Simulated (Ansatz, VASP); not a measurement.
Two plane-wave programs on Be

```
Be
1.0
    -1.21657    1.21657    1.21657
     1.21657   -1.21657    1.21657
     1.21657    1.21657   -1.21657
Be
1
Direct
  0.00000 0.00000 0.00000
```

Alike in both runs: task single point; functional r2SCAN; k mesh 20 × 20 × 20; occupations fermi-dirac, width 0.1 eV; no spin polarisation.

```csv
,VASP,Ansatz
version,VASP 6.6.1,Ansatz 0.2.0
potentials or method,"VASP PAW PBE potentials, release 64 (Be)","plane waves (500 eV) with PAW, scalar-relativistic"
plane-wave cutoff (eV),520,500
valence electrons in the cell,2,2
```

Ansatz gave:

| Item | Value |
| --- | --- |
| pressure (GPa) | 11.8 |

Task: Which values does VASP return?

Result: Pressure (GPa): 12.0.

With one functional, cell and mesh, what is left measures potentials, basis and numerics.

Caveats: the PAW data sets were made with another functional, which shifts forces and pressure a little (VASP).
